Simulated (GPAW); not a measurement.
TiB2:

```
Ti B
1.0
     3.02920    0.00000    0.00000
    -1.51460    2.62336    0.00000
     0.00000    0.00000    3.22840
Ti B
1 2
Cartesian
  0.0000 0.0000 0.0000
  1.5146 0.8745 1.6142
  0.0000 1.7489 1.6142
```

| Quantity | Value |
| --- | --- |
| Program | GPAW 26.7.0 |
| Task | relaxation of cell and atoms |
| Functional | PBEsol |
| Dispersion | D3 |
| Potentials or basis | PAW data sets generated in the run's folder for this functional |
| Cutoff | 800 eV |
| Basis | pw |
| k mesh | 7 × 7 × 6 |
| Occupations | fermi-dirac, width 0.05 eV |
| Spin | no spin polarisation |

At the start: pressure -9.5 GPa; volume 8.55 Å³/atom.

How do energy, volume and symmetry change on relaxing?

Over 7 steps the energy falls by 9.5 meV/atom and the volume is 8.24 Å³/atom (-3.7 %); space group P6/mmm (No. 191, to 0.05 Å).

Step by step:
```csv
step,energy change (eV),largest force (eV/Å),pressure (GPa),volume (Å³)
1,0.0000,0.0000,-9.49,25.66
2,-0.0097,0.0000,-7.72,25.47
3,-0.0271,0.0000,0.58,24.68
4,-0.0275,0.0000,0.28,24.70
5,-0.0285,0.0000,-0.36,24.74
6,-0.0285,0.0000,-0.18,24.72
7,-0.0285,0.0000,-0.02,24.71
```

Final structure:
```
Ti B
1.0
     3.00414    0.00000    0.00000
    -1.50207    2.60166    0.00000
     0.00000    0.00000    3.16138
Ti B
1 2
Direct
  0.00000 0.00000 0.00000
  0.66667 0.33333 0.50000
  0.33333 0.66667 0.50000
```

Caveat: later steps reuse the first step's grids; pairwise dispersion overbinds metals, which lowers pressure and volume.
